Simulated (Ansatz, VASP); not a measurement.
## Zn in VASP and in Ansatz

Contents of INCAR:

```
SYSTEM = Zn
PREC     = Accurate       ! precision mode
ENCUT    = 520            ! plane-wave cutoff, eV
EDIFF    = 1E-6           ! SCF threshold, eV
ISMEAR   = 0              ! smearing method
SIGMA    = 0.1            ! smearing width, eV
LREAL    = .FALSE.        ! projectors in reciprocal space
LASPH    = .TRUE.         ! aspherical terms in the spheres
NELM     = 100            ! most SCF steps
ALGO     = Normal         ! electronic algorithm
ISIF     = 2              ! what is computed and relaxed
LWAVE    = .FALSE.        ! write WAVECAR
LCHARG   = .FALSE.        ! write CHGCAR
GGA      = PE             ! functional
NBANDS   = 12             ! bands
```

File KPOINTS:

```
regular mesh
0
G
  8 8 8
  0 0 0
```

The input POSCAR:

```
Zn
1.0
   -1.5949620261      1.5949620261      1.5949620261
    1.5949620261     -1.5949620261      1.5949620261
    1.5949620261      1.5949620261     -1.5949620261
Zn
1
Direct
    0.0000000000      0.0000000000      0.0000000000
```

Input for Ansatz:

```yaml
crystal:
  lattice:
    - [-1.5949620261, 1.5949620261, 1.5949620261]
    - [1.5949620261, -1.5949620261, 1.5949620261]
    - [1.5949620261, 1.5949620261, -1.5949620261]
  atoms:
    - { symbol: Zn, position: [0.0, 0.0, 0.0] }
basis:
  ecutwfc: 420
kpoints:
  mp_grid: { grid: [8, 8, 8] }
hamiltonian:
  xc: pbe
scf:
  occupations: { method: gaussian, width: 0.1 }
output:
  forces: true
  stress: true
  eigenvalues: true
```

Alike in both runs: task single point; functional PBE; k mesh 8 × 8 × 8; occupations gaussian, width 0.1 eV; no spin polarisation.

```csv
,VASP,Ansatz
version,VASP 6.6.1,Ansatz 0.2.0
potentials or method,"VASP PAW PBE potentials, release 64 (Zn)","scalar-relativistic, plane waves, PAW"
plane-wave cutoff (eV),520,420
valence electrons in the cell,12,12
```

```csv
,VASP,Ansatz,Ansatz less VASP
gap on the k mesh at the Fermi level (eV),none,none,-
pressure (GPa),-3.4,-3.7,-0.29
```

A gap of «none» marks a metal or a gap that the smearing closes. The functional is the same, so the differences come from potentials, cutoffs and numerics.
